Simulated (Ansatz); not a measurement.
SiO2 — field gradients at the nuclei

The cell is a computed structure from the Materials Project (it need not be an observed phase), atoms as given.

```cif
data_SiO2
_symmetry_space_group_name_H-M 'P4_32_12'
_symmetry_Int_Tables_number 96
_cell_length_a 4.9756
_cell_length_b 4.9756
_cell_length_c 6.9009
_cell_angle_alpha 90.000
_cell_angle_beta 90.000
_cell_angle_gamma 90.000
loop_
_atom_site_label
_atom_site_type_symbol
_atom_site_symmetry_multiplicity
_atom_site_Wyckoff_symbol
_atom_site_fract_x
_atom_site_fract_y
_atom_site_fract_z
Si Si 4 a 0.1968 0.1968 0.0000
O O 8 b 0.6104 0.7382 0.6820
```

One atom of each set is listed.

Computed with Ansatz: DFT, r2SCAN, plane waves and PAW (field gradients read without the response of the frozen cores, which leaves them typically 4 to 6 % off), scalar-relativistic, 500 eV cutoff, Γ-centred 5×5×4 k-points, Fermi–Dirac smearing 0.02 eV.

Conventions: |V_zz| ≥ |V_yy| ≥ |V_xx|, η = (V_xx − V_yy)/V_zz, C_Q = eQV_zz/h.

O-17: I = 5/2, Q = -25.58 mb. Quadrupole moments are those of Pyykkö's year-2017 table.

```tsv
site	atoms	first shell	V_xx, V_yy, V_zz (10²¹ V/m²)	η	C_Q (MHz)
Si	4	4 O at 1.61 Å	0.017, 0.34, -0.36	0.90	–
O	8	2 Si at 1.61 Å, angle 145°	-3.95, -5.52, 9.46	0.17	-5.85
```

At O V_zz runs parallel to the line that joins its two neighbours (within 1°).

Si has no stable isotope with a ground-state quadrupole moment in the table, so no C_Q is given.
